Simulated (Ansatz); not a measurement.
Crystal: CuO.

```
Cu O
1.0
     2.83633    0.00000    0.00000
    -1.41816    2.45633    0.00000
     0.00000    0.00000    2.76811
Cu O
1 1
Direct
  0.00000 0.00000 0.00000
  0.66667 0.33333 0.50000
```

Measurements of this composition are mostly on another form, of space group No. 15.

- Program: Ansatz 0.2.0
- Task: relaxation of cell and atoms
- Functional: PBEsol
- Potentials or basis: all-electron LAPW, scalar-relativistic
- Basis error allowed: 0.002 eV/atom
- k mesh: 9 × 9 × 8
- Occupations: fermi-dirac, width 0.05 eV
- Spin: no spin polarisation

At the start: volume 9.64 Å³/atom.

Problem. Where does the relaxation end?

Solution. Over 6 steps the energy falls by 23.8 meV/atom and the volume is 9.19 Å³/atom (-4.7 %); space group P-6m2 (No. 187, to 0.05 Å).

Step by step:
```
step  energy change (eV)  largest force (eV/Å)  volume (Å³)
   1              0.0000                0.0000        19.29
   2             -0.0381                0.0000        18.86
   3             -0.0473                0.0000        18.31
   4             -0.0475                0.0000        18.39
   5             -0.0475                0.0000        18.39
   6             -0.0476                0.0000        18.39
```

Final structure:
```yaml
crystal:
  lattice:
    - [2.82977, 0.00000, 0.00000]
    - [-1.41488, 2.45065, 0.00000]
    - [0.00000, 0.00000, 2.65127]
  atoms:
    - { symbol: Cu, position: [0.00000, 0.00000, 0.00000] }
    - { symbol: O, position: [0.66667, 0.33333, 0.50000] }
```

Caveat: the k mesh is thin for a metal, which can move the energy by tens of meV per atom; the run has no spin polarisation, though such a crystal can be magnetic.
